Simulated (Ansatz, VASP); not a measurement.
**HPb4: VASP beside Ansatz**

Contents of INCAR:

```
SYSTEM = HPb4
PREC     = Accurate       ! precision mode
ENCUT    = 520            ! plane-wave cutoff, eV
EDIFF    = 1E-6           ! SCF threshold, eV
ISMEAR   = 0              ! smearing method
SIGMA    = 0.1            ! smearing width, eV
LREAL    = .FALSE.        ! projectors in reciprocal space
LASPH    = .TRUE.         ! aspherical terms in the spheres
NELM     = 60             ! most SCF steps
ALGO     = Normal         ! electronic algorithm
ISIF     = 2              ! what is computed and relaxed
LWAVE    = .FALSE.        ! write WAVECAR
LCHARG   = .TRUE.         ! write CHGCAR
GGA      = PE             ! functional
LELF     = .TRUE.         ! ELF
LVHAR    = .TRUE.       
NBANDS   = 36             ! bands
```

KPOINTS

```
regular mesh
0
G
  4 4 4
  0 0 0
```

The input POSCAR:

```
HPb4
1.0
    5.1244288400      0.0000000000      0.0000000000
    0.0000000000      5.1244288400      0.0000000000
    0.0000000000      0.0000000000      5.1244288400
H Pb
1 4
Direct
    0.5000000000      0.5000000000      0.5000000000
    0.0000000000      0.0000000000      0.0000000000
    0.5000000000      0.5000000000      0.0000000000
    0.5000000000      0.0000000000      0.5000000000
    0.0000000000      0.5000000000      0.5000000000
```

Input for Ansatz:

```yaml
crystal:
  lattice:
    - [5.12442884, 0.0, 0.0]
    - [0.0, 5.12442884, 0.0]
    - [0.0, 0.0, 5.12442884]
  atoms:
    - { symbol: H, position: [0.5, 0.5, 0.5] }
    - { symbol: Pb, position: [0.0, 0.0, 0.0] }
    - { symbol: Pb, position: [0.5, 0.5, 0.0] }
    - { symbol: Pb, position: [0.5, 0.0, 0.5] }
    - { symbol: Pb, position: [0.0, 0.5, 0.5] }
basis:
  ecutwfc: 420
kpoints:
  mp_grid: { grid: [4, 4, 4] }
hamiltonian:
  xc: pbe
scf:
  occupations: { method: gaussian, width: 0.1 }
  lower_state_search: "off"
output:
  forces: true
  stress: true
  eigenvalues: true
```

Change from the starting cell: species swapped into the Mn4N type (Pm-3m, No. 221).

Alike in both runs: task single point; functional PBE; k mesh 4 × 4 × 4; occupations gaussian, width 0.1 eV; no spin polarisation.

|  | VASP | Ansatz |
| --- | --- | --- |
| version | VASP 6.6.1 | Ansatz 0.2.0 |
| potentials or method | VASP PAW PBE potentials, release 64 (H, Pb_d) | scalar-relativistic, plane waves, PAW |
| plane-wave cutoff (eV) | 520 | 420 |
| valence electrons in the cell | 57 | 57 |

|  | VASP | Ansatz | Ansatz less VASP |
| --- | --- | --- | --- |
| gap on the k mesh at the Fermi level (eV) | none | none | - |
| pressure (GPa) | -0.5 | -0.5 | +0.05 |

A gap of «none» marks a metal or a gap that the smearing closes. The functional is the same, so the differences come from potentials, cutoffs and numerics.

The runs have no spin-orbit coupling, so splittings on Pb are missing.
